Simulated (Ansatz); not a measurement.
Runs of Ansatz 0.2.0 on In. Symmetry: P6_3/mmc, No. 194, hexagonal system. The conventional cell has a = 3.335 Å, b = 3.335 Å, c = 5.509 Å, α = 90.00°, β = 90.00°, γ = 120.00°. In (site symmetry -6m2) is surrounded by 12 In at 3.34 to 3.36 Å. This isn't the form of In at room conditions, which is tetragonal.

| task | level | spin | cell | k mesh | points for each segment of the path | atoms under strain | gap on the mesh (eV) | pressure (GPa) | relaxed volume (Å³/atom) |
| --- | --- | --- | --- | --- | --- | --- | --- | --- | --- |
| relaxation of cell and atoms | revPBE+D3(BJ) | off | relaxed | 9 × 9 × 5 | - | - | none | 0.0 | 25.76 |
| band structure | LDA | SOC, no magnetisation | as given | 7 × 7 × 4 | 14 | - | none | -3.3 | - |
| elastic constants | LDA | off | as given | 7 × 7 × 4 | - | clamped | none | -3.2 | - |
| relaxation of cell and atoms | LDA | off | relaxed | 9 × 9 × 5 | - | - | none | 0.0 | (b) |
| relaxation of cell and atoms | PBEsol | off | relaxed | 9 × 9 × 5 | - | - | none | 0.0 | (a) |

Alike in all rows: potentials or basis Ansatz PAW; cutoff (eV) 420; smearing fermi-dirac 0.05 eV.

**Question.** Fill in the values left out.

**Answer.** (a) 25.60; (b) 24.64.

Caveats: the PAW data sets come from PBE, with cores solved anew for the run's functional, which leaves a small shift of forces and pressure; the plane-wave basis is chosen anew once the cell has moved, so the energies of steps on either side of that aren't comparable (some runs); pairwise dispersion overbinds metals, which lowers pressure and volume (some runs); the cell is more than 3 GPa from zero pressure, which shifts response properties (some runs); the elastic tensor has a negative eigenvalue, so either the cell is unstable as it stands or the mesh is too thin (some runs).

A k mesh can miss the band edges, and rows without SOC leave out spin-orbit coupling on In.

A gap of «none» marks a metal or a gap under the smearing width.

Runs at the PBE level aren't shown here.
